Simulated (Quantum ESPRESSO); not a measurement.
# Sn (Fd-3m) in Quantum ESPRESSO: further runs, part 2 of 2

Quantum ESPRESSO 7.5. Earlier steps stand in the parts before.

## 3. Phonons and electron-phonon coupling, PBE

File pw.in:

```
&CONTROL
  calculation = 'scf'
  prefix = 'pwscf'
  outdir = './tmp'
  pseudo_dir = './pseudo'
  tprnfor = .true.
  tstress = .true.
  disk_io = 'low'
/
&SYSTEM
  ibrav = 0
  nat = 2
  ntyp = 1
  ecutwfc = 65
  nbnd = 21
  occupations = 'smearing'
  smearing = 'mp'
  degauss = 0.01999163
/
&ELECTRONS
  conv_thr = 4d-10
  electron_maxstep = 120
  mixing_beta = 0.5
/
ATOMIC_SPECIES
Sn   118.7100 50_Sn_14_2.5_3.0_pbe_n_v1.0.upf
CELL_PARAMETERS angstrom
   0.0000000000    3.2333428000    3.2333428000
   3.2333428000    0.0000000000    3.2333428000
   3.2333428000    3.2333428000    0.0000000000
ATOMIC_POSITIONS crystal
Sn     0.7500000000    0.7500000000    0.7500000000
Sn     0.5000000000    0.5000000000    0.5000000000
K_POINTS automatic
4 4 4 0 0 0
```

File relax.in:

```
&CONTROL
  calculation = 'vc-relax'
  prefix = 'pwscf'
  outdir = './tmp'
  pseudo_dir = './pseudo'
  tprnfor = .true.
  tstress = .true.
  disk_io = 'low'
  nstep = 40
  forc_conv_thr = 0.0001
  etot_conv_thr = 1d-06
/
&SYSTEM
  ibrav = 0
  nat = 2
  ntyp = 1
  ecutwfc = 65
  nbnd = 21
  occupations = 'smearing'
  smearing = 'mp'
  degauss = 0.01999163
/
&ELECTRONS
  conv_thr = 4d-10
  electron_maxstep = 120
  mixing_beta = 0.5
/
&IONS
  ion_dynamics = 'bfgs'
/
&CELL
  cell_dynamics = 'bfgs'
  press = 0
  press_conv_thr = 0.2
/
ATOMIC_SPECIES
Sn   118.7100 50_Sn_14_2.5_3.0_pbe_n_v1.0.upf
CELL_PARAMETERS angstrom
   0.0000000000    3.2333428000    3.2333428000
   3.2333428000    0.0000000000    3.2333428000
   3.2333428000    3.2333428000    0.0000000000
ATOMIC_POSITIONS crystal
Sn     0.7500000000    0.7500000000    0.7500000000
Sn     0.5000000000    0.5000000000    0.5000000000
K_POINTS automatic
4 4 4 0 0 0
```

File scf2.in:

```
&CONTROL
  calculation = 'scf'
  prefix = 'pwscf'
  outdir = './tmp'
  pseudo_dir = './pseudo'
  tprnfor = .true.
  tstress = .true.
  disk_io = 'low'
/
&SYSTEM
  ibrav = 0
  nat = 2
  ntyp = 1
  ecutwfc = 65
  nbnd = 21
  occupations = 'smearing'
  smearing = 'mp'
  degauss = 0.01999163
/
&ELECTRONS
  conv_thr = 1d-13
  electron_maxstep = 120
  mixing_beta = 0.5
  startingpot = 'file'
  startingwfc = 'file'
/
ATOMIC_SPECIES
Sn   118.7100 50_Sn_14_2.5_3.0_pbe_n_v1.0.upf
CELL_PARAMETERS angstrom
   0.0000000000    3.3428522472    3.3428522472
   3.3428522472    0.0000000000    3.3428522472
   3.3428522472    3.3428522472    0.0000000000
ATOMIC_POSITIONS crystal
Sn     0.7500000000    0.7500000000    0.7500000000
Sn     0.5000000000    0.5000000000    0.5000000000
K_POINTS automatic
4 4 4 0 0 0
```

File dense.in:

```
&CONTROL
  calculation = 'scf'
  prefix = 'pwscf'
  outdir = './tmp'
  pseudo_dir = './pseudo'
  tprnfor = .true.
  tstress = .true.
  disk_io = 'low'
/
&SYSTEM
  ibrav = 0
  nat = 2
  ntyp = 1
  ecutwfc = 65
  nbnd = 21
  occupations = 'smearing'
  smearing = 'mp'
  degauss = 0.01999163
  la2F = .true.
/
&ELECTRONS
  conv_thr = 1d-12
  electron_maxstep = 120
  mixing_beta = 0.5
  startingpot = 'file'
/
ATOMIC_SPECIES
Sn   118.7100 50_Sn_14_2.5_3.0_pbe_n_v1.0.upf
CELL_PARAMETERS angstrom
   0.0000000000    3.3428522472    3.3428522472
   3.3428522472    0.0000000000    3.3428522472
   3.3428522472    3.3428522472    0.0000000000
ATOMIC_POSITIONS crystal
Sn     0.7500000000    0.7500000000    0.7500000000
Sn     0.5000000000    0.5000000000    0.5000000000
K_POINTS automatic
12 12 12 0 0 0
```

File scf3.in:

```
&CONTROL
  calculation = 'scf'
  prefix = 'pwscf'
  outdir = './tmp'
  pseudo_dir = './pseudo'
  tprnfor = .true.
  tstress = .true.
  disk_io = 'low'
/
&SYSTEM
  ibrav = 0
  nat = 2
  ntyp = 1
  ecutwfc = 65
  nbnd = 21
  occupations = 'smearing'
  smearing = 'mp'
  degauss = 0.01999163
/
&ELECTRONS
  conv_thr = 1d-12
  electron_maxstep = 120
  mixing_beta = 0.5
  startingpot = 'file'
/
ATOMIC_SPECIES
Sn   118.7100 50_Sn_14_2.5_3.0_pbe_n_v1.0.upf
CELL_PARAMETERS angstrom
   0.0000000000    3.3428522472    3.3428522472
   3.3428522472    0.0000000000    3.3428522472
   3.3428522472    3.3428522472    0.0000000000
ATOMIC_POSITIONS crystal
Sn     0.7500000000    0.7500000000    0.7500000000
Sn     0.5000000000    0.5000000000    0.5000000000
K_POINTS automatic
4 4 4 0 0 0
```

File ph.in:

```
phonon_bands of Sn
&INPUTPH
  prefix = 'pwscf'
  outdir = './tmp'
  tr2_ph = 1d-18
  fildyn = 'dyn'
  niter_ph = 90
  alpha_mix(1) = 0.4
  ldisp = .true.
  nq1 = 4
  nq2 = 4
  nq3 = 4
  electron_phonon = 'interpolated'
  el_ph_sigma = 0.005
  el_ph_nsigma = 10
  fildvscf = 'dvscf'
/
```

File q2r.in:

```
&INPUT
  fildyn = 'dyn'
  zasr = 'crystal'
  flfrc = 'fc'
  la2F = .true.
/
```

File matdyn.in:

```
&INPUT
  asr = 'crystal'
  flfrc = 'fc'
  flfrq = 'freq'
  q_in_cryst_coord = .true.
  flvec = ' '
/
80
 0.0000000000  0.0000000000  0.0000000000
 0.0454545455  0.0000000000  0.0454545455
 0.0909090909  0.0000000000  0.0909090909
 0.1363636364  0.0000000000  0.1363636364
 0.1818181818  0.0000000000  0.1818181818
 0.2272727273  0.0000000000  0.2272727273
 0.2727272727  0.0000000000  0.2727272727
 0.3181818182  0.0000000000  0.3181818182
 0.3636363636  0.0000000000  0.3636363636
 0.4090909091  0.0000000000  0.4090909091
 0.4545454545  0.0000000000  0.4545454545
 0.5000000000  0.0000000000  0.5000000000
 0.5000000000  0.0500000000  0.5500000000
 0.5000000000  0.1000000000  0.6000000000
 0.5000000000  0.1500000000  0.6500000000
 0.5000000000  0.2000000000  0.7000000000
 0.5000000000  0.2500000000  0.7500000000
 0.4687500000  0.2812500000  0.7500000000
 0.4375000000  0.3125000000  0.7500000000
 0.4062500000  0.3437500000  0.7500000000
 0.3750000000  0.3750000000  0.7500000000
 0.3461538462  0.3461538462  0.6923076923
 0.3173076923  0.3173076923  0.6346153846
 0.2884615385  0.2884615385  0.5769230769
 0.2596153846  0.2596153846  0.5192307692
 0.2307692308  0.2307692308  0.4615384615
 0.2019230769  0.2019230769  0.4038461538
 0.1730769231  0.1730769231  0.3461538462
 0.1442307692  0.1442307692  0.2884615385
 0.1153846154  0.1153846154  0.2307692308
 0.0865384615  0.0865384615  0.1730769231
 0.0576923077  0.0576923077  0.1153846154
 0.0288461538  0.0288461538  0.0576923077
 0.0000000000  0.0000000000  0.0000000000
 0.0454545455  0.0454545455  0.0454545455
 0.0909090909  0.0909090909  0.0909090909
 0.1363636364  0.1363636364  0.1363636364
 0.1818181818  0.1818181818  0.1818181818
 0.2272727273  0.2272727273  0.2272727273
 0.2727272727  0.2727272727  0.2727272727
 0.3181818182  0.3181818182  0.3181818182
 0.3636363636  0.3636363636  0.3636363636
 0.4090909091  0.4090909091  0.4090909091
 0.4545454545  0.4545454545  0.4545454545
 0.5000000000  0.5000000000  0.5000000000
 0.5178571429  0.4642857143  0.5178571429
 0.5357142857  0.4285714286  0.5357142857
 0.5535714286  0.3928571429  0.5535714286
 0.5714285714  0.3571428571  0.5714285714
 0.5892857143  0.3214285714  0.5892857143
 0.6071428571  0.2857142857  0.6071428571
 0.6250000000  0.2500000000  0.6250000000
 0.5937500000  0.2500000000  0.6562500000
 0.5625000000  0.2500000000  0.6875000000
 0.5312500000  0.2500000000  0.7187500000
 0.5000000000  0.2500000000  0.7500000000
 0.5000000000  0.2750000000  0.7250000000
 0.5000000000  0.3000000000  0.7000000000
 0.5000000000  0.3250000000  0.6750000000
 0.5000000000  0.3500000000  0.6500000000
 0.5000000000  0.3750000000  0.6250000000
 0.5000000000  0.4000000000  0.6000000000
 0.5000000000  0.4250000000  0.5750000000
 0.5000000000  0.4500000000  0.5500000000
 0.5000000000  0.4750000000  0.5250000000
 0.5000000000  0.5000000000  0.5000000000
 0.4861111111  0.4861111111  0.5277777778
 0.4722222222  0.4722222222  0.5555555556
 0.4583333333  0.4583333333  0.5833333333
 0.4444444444  0.4444444444  0.6111111111
 0.4305555556  0.4305555556  0.6388888889
 0.4166666667  0.4166666667  0.6666666667
 0.4027777778  0.4027777778  0.6944444444
 0.3888888889  0.3888888889  0.7222222222
 0.3750000000  0.3750000000  0.7500000000
 0.6250000000  0.2500000000  0.6250000000
 0.5937500000  0.1875000000  0.5937500000
 0.5625000000  0.1250000000  0.5625000000
 0.5312500000  0.0625000000  0.5312500000
 0.5000000000  0.0000000000  0.5000000000
```

File matdyn_dos.in:

```
&INPUT
  asr = 'crystal'
  flfrc = 'fc'
  dos = .true.
  fldos = 'phdos'
  nk1 = 8
  nk2 = 8
  nk3 = 8
  deltaE = 0.5
  flvec = ' '
  flfrq = ' '
/
```

File matdyn_a2f.in:

```
&INPUT
  asr = 'crystal'
  flfrc = 'fc'
  la2F = .true.
  dos = .true.
  fldos = 'dos2'
  nk1 = 6
  nk2 = 6
  nk3 = 6
  ndos = 60
  el_ph_nsigma = 10
  flfrq = 'dosfreq2'
  flvec = ' '
/
```

File matdyn_mesh.in:

```
&INPUT
  asr = 'crystal'
  flfrc = 'fc'
  flfrq = 'mesh'
  q_in_cryst_coord = .true.
  flvec = ' '
/
216
 0.08333333  0.08333333  0.08333333
 0.08333333  0.08333333  0.25000000
 0.08333333  0.08333333  0.41666667
[... 213 further points of the even 6 x 6 x 6 mesh, shifted by half a step ...]
```

Potentials or basis: SPMS 1.0 PBE.

The run is started by

```sh
> OMP_NUM_THREADS=1 mpirun -n 4 pw.x -nk 2 -in pw.in > pw.out
> OMP_NUM_THREADS=1 mpirun -n 4 pw.x -nk 2 -in relax.in > relax.out
> OMP_NUM_THREADS=1 mpirun -n 4 pw.x -nk 2 -in scf2.in > scf2.out
> OMP_NUM_THREADS=1 mpirun -n 4 pw.x -nk 4 -in dense.in > dense.out
> OMP_NUM_THREADS=1 mpirun -n 4 pw.x -nk 2 -in scf3.in > scf3.out
> OMP_NUM_THREADS=1 mpirun -n 4 ph.x -nk 2 -in ph.in > ph.out
> OMP_NUM_THREADS=1 mpirun -n 1 q2r.x -in q2r.in > q2r.out
> OMP_NUM_THREADS=1 mpirun -n 1 matdyn.x -in matdyn.in > matdyn.out
> OMP_NUM_THREADS=1 mpirun -n 1 matdyn.x -in matdyn_dos.in > matdyn_dos.out
> OMP_NUM_THREADS=1 mpirun -n 1 matdyn.x -in matdyn_a2f.in > matdyn_a2f.out
> OMP_NUM_THREADS=1 mpirun -n 1 matdyn.x -in matdyn_mesh.in > matdyn_mesh.out
```

pw.out:

```text
This program is part of the open-source Quantum ESPRESSO suite
     for quantum simulation of materials; please cite
[... 6 lines left out ...]
     using ibrav=0 with symmetry is DISCOURAGED, use correct ibrav instead

     K-points division:     npool     =       2
     Subspace diagonalization in iterative solution of the eigenvalue problem:
     a serial algorithm will be used

     --------------------
     sticks:   dense  smooth     PW     G-vecs:    dense   smooth      PW
     Min         672     672    189                16155    16155    2477
     Max         673     673    190                16156    16156    2480
     Sum        1345    1345    379                32311    32311    4957

     Using Slab Decomposition

     bravais-lattice index     =            0
     lattice parameter (alat)  =       8.6410  a.u.
     unit-cell volume          =     456.2279 (a.u.)^3
     number of atoms/cell      =            2
[... 167 lines left out ...]
   -12.1066 -12.1066   1.6943   1.6943   6.7528   6.7528  10.0652  10.0652
    17.0622  17.0622  18.6570  18.6570  19.7858

          k =-0.7071 0.3536 0.0000 (  4056 PWs)   bands (ev):

   -12.6323 -12.6323 -12.4173 -12.4173 -12.3436 -12.3436 -12.2992 -12.2992
   -12.0890 -12.0890   1.7555   1.7555   6.1660   6.1660  12.7027  12.7027
    13.3131  13.3131  18.4181  18.4181  19.6249

     the Fermi energy is     9.2236 ev

!    total energy              =    -282.26250197 Ry
     estimated scf accuracy    <          8.3E-11 Ry
     smearing contrib. (-TS)   =      -0.00015056 Ry
     internal energy E=F+TS    =    -282.26235141 Ry

     The total energy is F=E-TS. E is the sum of the following terms:
     one-electron contribution =    -105.30714227 Ry
     hartree contribution      =      67.09185324 Ry
     xc contribution           =     -71.25008277 Ry
     ewald contribution        =    -172.79697962 Ry

     convergence has been achieved in   8 iterations

     Forces acting on atoms (cartesian axes, Ry/au):

     atom    1 type  1   force =     0.00000000   -0.00000000   -0.00000000
     atom    2 type  1   force =    -0.00000000    0.00000000    0.00000000

     Total force =     0.000000     Total SCF correction =     0.000000

     Computing stress (Cartesian axis) and pressure

          total   stress  (Ry/bohr**3)                   (kbar)     P=       45.09
   0.00030654   0.00000000   0.00000000           45.09        0.00        0.00
   0.00000000   0.00030654   0.00000000            0.00       45.09        0.00
   0.00000000   0.00000000   0.00030654            0.00        0.00       45.09

=------------------------------------------------------------------------------=
   JOB DONE.
=------------------------------------------------------------------------------=
```

Wall time 29 min (4 MPI ranks of Arm Neoverse V1, shared host); peak memory 0.4 GiB.

What came out:

```
Free energy                            : -3840.4686 eV
Relaxed volume                         : 37.36 Å³/atom
Relaxed cell                           : a = 4.728 Å, b = 4.728 Å, c = 4.728 Å, α = 60.00°, β = 60.00°, γ = 60.00°
Space group after relaxing (to 0.05 Å) : Fd-3m (No. 227)
Pressure after relaxing                : 0.0 GPa
Band gap on the k mesh                 : none (metal or under the smearing width)
Highest phonon frequency               : 176 cm⁻¹
Zero-point energy                      : 0.021 eV/atom
```

Step by step:
```
step  energy change (eV)  largest force (eV/Å)  pressure (GPa)  volume (Å³)
   1              0.0000                0.0000            4.51        67.61
   2             -0.0381                0.0000            3.31        69.17
   3             -0.0676                0.0000            2.12        70.92
   4             -0.0897                0.0000            0.56        73.60
   5             -0.0916                0.0000            0.05        74.62
   6             -0.0916                0.0000            0.00        74.71
```

Final structure:
```cif
data_structure
_symmetry_space_group_name_H-M 'P 1'
_symmetry_Int_Tables_number 1
_cell_length_a 4.7275
_cell_length_b 4.7275
_cell_length_c 4.7275
_cell_angle_alpha 60.000
_cell_angle_beta 60.000
_cell_angle_gamma 60.000
_cell_volume 74.71
loop_
_atom_site_label
_atom_site_type_symbol
_atom_site_fract_x
_atom_site_fract_y
_atom_site_fract_z
_atom_site_occupancy
Sn1 Sn 0.75000 0.75000 0.75000 1
Sn2 Sn 0.50000 0.50000 0.50000 1
```

Levels at points of the mesh, in eV from the Fermi level:
| k point | band 12 | band 13 | band 14 | band 15 | band 16 | band 17 |
| --- | --- | --- | --- | --- | --- | --- |
| (0.00, 0.00, 0.00) | -1.09 | 0.28 | 0.28 | 0.28 | 2.34 | 2.34 |
| (0.00, 0.00, -0.50) | -5.81 | -0.79 | -0.79 | 0.01 | 3.39 | 3.39 |
| (0.00, -0.50, -0.50) | -7.05 | -1.99 | -1.99 | 1.11 | 1.11 | 7.37 |

Phonon frequencies in cm⁻¹ (negative: imaginary):
```csv
q point,frequencies
"(0.000, 0.000, 0.000)",0 0 0 176 176 176
"(0.318, 0.000, 0.318)",44 44 95 167 167 169
"(0.500, 0.150, 0.650)",50 50 127 127 163 163
"(0.346, 0.346, 0.692)",41 57 114 130 164 166
"(0.144, 0.144, 0.288)",23 36 62 162 165 165
"(0.091, 0.091, 0.091)",10 10 27 173 173 174
"(0.409, 0.409, 0.409)",33 33 109 147 164 164
"(0.589, 0.321, 0.589)",40 57 112 132 165 167
"(0.500, 0.275, 0.725)",54 56 118 125 163 163
"(0.500, 0.450, 0.550)",34 39 119 138 166 167
"(0.431, 0.431, 0.639)",38 54 112 135 166 168
"(0.562, 0.125, 0.562)",43 48 132 134 162 163
```

Phonon frequencies at the corners of the path (cm⁻¹, interpolated; i marks imaginary ones):
```
point            frequencies
    Γ      0 0 0 176 176 176
    X  44 44 137 137 162 162
    W  55 55 121 121 163 163
    K  41 55 120 129 163 165
    L  32 32 122 139 166 166
    U  41 55 120 129 163 165
```

Phonon states per cell in windows of 10 cm⁻¹ (negative: imaginary):
| from (cm⁻¹) | total |
| --- | --- |
| 0 | 0.00 |
| 10 | 0.03 |
| 20 | 0.10 |
| 30 | 0.49 |
| 40 | 0.91 |
| 50 | 0.51 |
| 60 | 0.04 |
| 70 | 0.06 |
| 80 | 0.09 |
| 90 | 0.15 |
| 100 | 0.30 |
| 110 | 0.27 |
| 120 | 0.07 |
| 130 | 0.33 |
| 140 | 0.32 |
| 150 | 0.21 |
| 160 | 2.05 |
| 170 | 0.05 |

Harmonic thermodynamics per atom at this volume (zero-point energy 20.5 meV, Debye temperature from the second moment 228 K):
| T (K) | free energy (meV) | entropy (k_B) | heat capacity Cv (k_B) |
| --- | --- | --- | --- |
| 50 | 18.7 | 1.10 | 1.48 |
| 100 | 10.9 | 2.46 | 2.38 |
| 200 | -18.8 | 4.28 | 2.82 |
| 298.15 | -60.2 | 5.43 | 2.91 |
| 500 | -169.0 | 6.95 | 2.97 |
| 800 | -368.3 | 8.35 | 2.99 |

Electron-phonon coupling by broadening of the double delta (levels on a 12 × 12 × 12 mesh):
| broadening (eV) | λ | N(E_F) (states/eV a spin and cell) | ω_log (K) | Tc, μ* 0.10 (K) | Tc, μ* 0.13 (K) |
| --- | --- | --- | --- | --- | --- |
| 0.07 | 0.23 | 0.173 | 98 | 0.0 | 0.0 |
| 0.14 | 0.14 | 0.110 | 95 | 0.0 | 0.0 |
| 0.20 | 0.12 | 0.098 | 98 | 0.0 | 0.0 |
| 0.27 | 0.12 | 0.098 | 98 | 0.0 | 0.0 |
| 0.34 | 0.12 | 0.107 | 92 | 0.0 | 0.0 |
| 0.41 | 0.13 | 0.121 | 87 | 0.0 | 0.0 |
| 0.48 | 0.14 | 0.136 | 85 | 0.0 | 0.0 |
| 0.54 | 0.16 | 0.153 | 84 | 0.0 | 0.0 |
| 0.61 | 0.18 | 0.173 | 83 | 0.0 | 0.0 |
| 0.68 | 0.21 | 0.195 | 83 | 0.0 | 0.0 |

The same from a weighted sum over the computed q points, without interpolation:
| broadening (eV) | λ | ω_log (K) | Tc, μ* 0.10 (K) | Tc, μ* 0.13 (K) |
| --- | --- | --- | --- | --- |
| 0.07 | 0.16 | 198 | 0.0 | 0.0 |
| 0.14 | 0.10 | 177 | 0.0 | 0.0 |
| 0.20 | 0.09 | 163 | 0.0 | 0.0 |
| 0.27 | 0.09 | 139 | 0.0 | 0.0 |
| 0.34 | 0.10 | 116 | 0.0 | 0.0 |
| 0.41 | 0.12 | 102 | 0.0 | 0.0 |
| 0.48 | 0.13 | 96 | 0.0 | 0.0 |
| 0.54 | 0.15 | 92 | 0.0 | 0.0 |
| 0.61 | 0.18 | 89 | 0.0 | 0.0 |
| 0.68 | 0.21 | 87 | 0.0 | 0.0 |

Eliashberg function at a broadening of 0.27 eV:
| cm⁻¹ | α²F |
| --- | --- |
| 4 | 0.000 |
| 13 | 0.002 |
| 22 | 0.026 |
| 31 | 0.018 |
| 40 | 0.014 |
| 49 | -0.010 |
| 58 | 0.008 |
| 67 | 0.009 |
| 76 | 0.010 |
| 85 | 0.012 |
| 94 | 0.019 |
| 103 | 0.036 |
| 112 | 0.036 |
| 121 | 0.000 |
| 130 | 0.004 |
| 139 | 0.007 |
| 148 | -0.001 |
| 157 | 0.023 |
| 166 | 0.589 |
| 175 | 0.017 |

Coupling and linewidth of each mode at the computed q points (broadening 0.27 eV):
```csv
q,cm⁻¹,λ of the modes,linewidths (GHz)
"(0.00, 0.00, 0.25)",28 28 69 161 162 162,0.04 0.03 0.15 0.06 0.04 0.04,0 0 1 2 1 1
"(0.00, 0.00, -0.50)",32 32 122 139 166 166,0.04 0.06 0.11 0.01 0.00 0.00,0 0 2 0 0 0
"(0.00, 0.25, 0.25)",38 38 77 167 167 172,0.01 0.01 0.01 0.01 0.01 0.01,0 0 0 0 0 0
"(0.00, 0.25, -0.50)",40 56 107 141 164 167,0.00 0.00 0.00 0.00 0.00 0.00,0 0 0 0 0 0
"(0.00, 0.25, -0.25)",38 55 92 145 166 168,0.00 0.00 0.00 0.00 0.00 0.01,0 0 0 0 0 0
"(0.00, -0.50, -0.50)",44 44 137 137 162 162,0.00 0.00 0.00 0.00 0.00 0.00,0 0 0 0 0 0
"(0.25, -0.50, -0.25)",55 55 121 121 163 163,0.00 0.00 0.00 0.00 0.00 0.00,0 0 0 0 0 0
```

Caveat: the k mesh is coarse (spacing up to 0.42 Å⁻¹), so the values aren't converged; the mesh is thin for the phonons of a metal; λ from interpolated matrix elements is rough: modes that symmetry makes equal can differ by tens of percent.
